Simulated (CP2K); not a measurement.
Input of a CP2K 2026.2 run:

Contents of ru_bands.inp:

```
&GLOBAL
  PROJECT ru_bands
  RUN_TYPE ENERGY_FORCE
  PRINT_LEVEL LOW
&END GLOBAL
&FORCE_EVAL
  METHOD QS
  STRESS_TENSOR ANALYTICAL
  &DFT
    BASIS_SET_FILE_NAME BASIS_MOLOPT_UZH
    POTENTIAL_FILE_NAME POTENTIAL_UZH
    &MGRID
      CUTOFF 450
      REL_CUTOFF 60
      NGRIDS 5
    &END MGRID
    &QS
      METHOD GPW
      EPS_DEFAULT 1.0E-10
    &END QS
    &KPOINTS
      SCHEME MONKHORST-PACK 11 11 6
      GAMMA_CENTERED T
      SYMMETRY T
      SYMMETRY_BACKEND SPGLIB
    &END KPOINTS
    &SCF
      SCF_GUESS ATOMIC
      EPS_SCF 1.0E-6
      MAX_SCF 100
      ADDED_MOS 16
      CHOLESKY OFF
      EPS_EIGVAL 1.0E-7
      &DIAGONALIZATION ON
        ALGORITHM STANDARD
      &END DIAGONALIZATION
      &MIXING ON
        METHOD BROYDEN_MIXING
        ALPHA 0.4
        BETA 1.5
        NBUFFER 8
      &END MIXING
      &SMEAR ON
        METHOD FERMI_DIRAC
        ELECTRONIC_TEMPERATURE 580.23
      &END SMEAR
    &END SCF
    &XC
      &XC_FUNCTIONAL PBE
      &END XC_FUNCTIONAL
    &END XC
    &PRINT
      &KPOINTS ON
      &END KPOINTS
      &MULLIKEN ON
      &END MULLIKEN
      &MO ON
        ENERGIES T
        OCCUPATION_NUMBERS T
        &EACH
          QS_SCF 0
        &END EACH
        ADD_LAST NUMERIC
      &END MO
      &BAND_STRUCTURE
        FILE_NAME bands.bs
        ADDED_MOS 6
        &KPOINT_SET
          UNITS B_VECTOR
          NPOINTS 6
          SPECIAL_POINT GAMMA 0.00000000 0.00000000 0.00000000
          SPECIAL_POINT M 0.50000000 0.00000000 0.00000000
          SPECIAL_POINT K 0.33333333 0.33333333 0.00000000
          SPECIAL_POINT GAMMA 0.00000000 0.00000000 0.00000000
          SPECIAL_POINT A 0.00000000 0.00000000 0.50000000
          SPECIAL_POINT L 0.50000000 0.00000000 0.50000000
          SPECIAL_POINT H 0.33333333 0.33333333 0.50000000
          SPECIAL_POINT A 0.00000000 0.00000000 0.50000000
        &END KPOINT_SET
        &KPOINT_SET
          UNITS B_VECTOR
          NPOINTS 6
          SPECIAL_POINT L 0.50000000 0.00000000 0.50000000
          SPECIAL_POINT M 0.50000000 0.00000000 0.00000000
        &END KPOINT_SET
        &KPOINT_SET
          UNITS B_VECTOR
          NPOINTS 6
          SPECIAL_POINT K 0.33333333 0.33333333 0.00000000
          SPECIAL_POINT H 0.33333333 0.33333333 0.50000000
        &END KPOINT_SET
      &END BAND_STRUCTURE
    &END PRINT
  &END DFT
  &SUBSYS
    &CELL
      ABC 2.7058000000 2.7058000000 4.1962620000
      ALPHA_BETA_GAMMA 90.0000000000 90.0000000000 119.9999999996
      PERIODIC XYZ
    &END CELL
    &COORD
      Ru  1.3529000001 0.7810971791 3.1471965000
      Ru  -0.0000000001 1.5621943585 1.0490655000
    &END COORD
    &KIND Ru
      BASIS_SET TZVP-MOLOPT-PBE-GTH-q16
      POTENTIAL GTH-PBE-q16
    &END KIND
    &PRINT
      &ATOMIC_COORDINATES ON
      &END ATOMIC_COORDINATES
      &CELL ON
      &END CELL
      &SYMMETRY ON
      &END SYMMETRY
    &END PRINT
  &END SUBSYS
  &PRINT
    &FORCES ON
    &END FORCES
    &STRESS_TENSOR ON
    &END STRESS_TENSOR
  &END PRINT
&END FORCE_EVAL
```

Potentials or basis: POTENTIAL_UZH Ru GTH-PBE-q16; TZVP-MOLOPT-PBE-GTH basis.

The run is started by

```sh
$ OMP_NUM_THREADS=1 cp2k.psmp -i ru_bands.inp -o ru_bands.out
```

(1) Estimate the pressure.

(2) Estimate the band gap on the k mesh.

## Answers

(1) 15.3 GPa.

(2) none (metal or under the smearing width).

Caveat: the basis of atomic orbitals isn't converged, which shifts pressures, moduli and gaps.
